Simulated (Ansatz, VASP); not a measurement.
# CoSi in VASP and in Ansatz

```
CELL_PARAMETERS angstrom
0.00000 2.54359 2.54359
2.54359 0.00000 2.54359
2.54359 2.54359 0.00000
ATOMIC_POSITIONS crystal
Co 0.00000 0.00000 0.00000
Si 0.25000 0.25000 0.25000
```

Alike in both runs: functional PBE; k mesh 8 × 8 × 8; occupations gaussian, width 0.1 eV; no spin polarisation.

Ansatz relaxed the structure, and its values are those at the end. VASP's run is a single point on that final structure, the one shown.

|  | VASP | Ansatz |
| --- | --- | --- |
| version | VASP 6.6.1 | Ansatz 0.2.0 |
| potentials or method | VASP PAW PBE potentials, release 64 (Co, Si) | scalar-relativistic, plane waves, PAW |
| plane-wave cutoff (eV) | 520 | 420 |
| valence electrons in the cell | 13 | 21 |

|  | VASP | Ansatz | Ansatz less VASP |
| --- | --- | --- | --- |
| gap on the k mesh at the Fermi level (eV) | none | none | - |
| pressure (GPa) | 0.0 | 0.0 | +0.04 |

A gap of «none» marks a metal or a gap that the smearing closes. With one functional, cell and mesh, what is left measures potentials, basis and numerics. The two sets of potentials don't hold the same shells in valence.

Spin polarisation is off, so any magnetic state and its effect on volume and gap are missing.
